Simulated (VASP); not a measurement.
Runs of VASP 6.6.1 on SnSe. Symmetry: Fm-3m, No. 225, cubic system. The conventional cell has a = 6.000 Å, b = 6.000 Å, c = 6.000 Å, α = 90.00°, β = 90.00°, γ = 90.00°. Around Se (site symmetry m-3m) lie 6 Sn at 3.00 Å. Sn (site symmetry m-3m) has 6 Se at 3.00 Å as nearest neighbours. The cell was built by a generator and needn't be a form met in nature.

```tsv
level	potentials or basis	gap on the mesh (eV)	pressure (GPa)	relaxed volume (Å³/atom)
PBEsol	VASP PAW PBE potentials, release 64 (Se, Sn_d)	(b)	0.0	26.35
optB86b-vdW	VASP PAW PBE potentials, release 64 (Se, Sn_d)	(c)	0.0	(a)
LDA	VASP PAW LDA potentials, release 64 (Se, Sn_d)	0.43	0.0	25.68
PBE+D3(BJ)	VASP PAW PBE potentials, release 64 (Se, Sn_d)	0.52	0.0	26.70
```

Alike in all rows: task relaxation of cell and atoms; no spin polarisation; cell relaxed; k mesh 10 × 10 × 10; cutoff (eV) 600; smearing gaussian 0.03 eV.

**Question.** Fill in the values left out.

**Answer.** (a) 27.22; (b) 0.48; (c) 0.50.

Caveats: spin-orbit coupling is left out, which moves the levels of the heavy elements; the PAW data sets were made with another functional, which shifts forces and pressure a little (some runs).

A k mesh can miss the band edges, and the runs leave out spin-orbit coupling on Se, Sn.
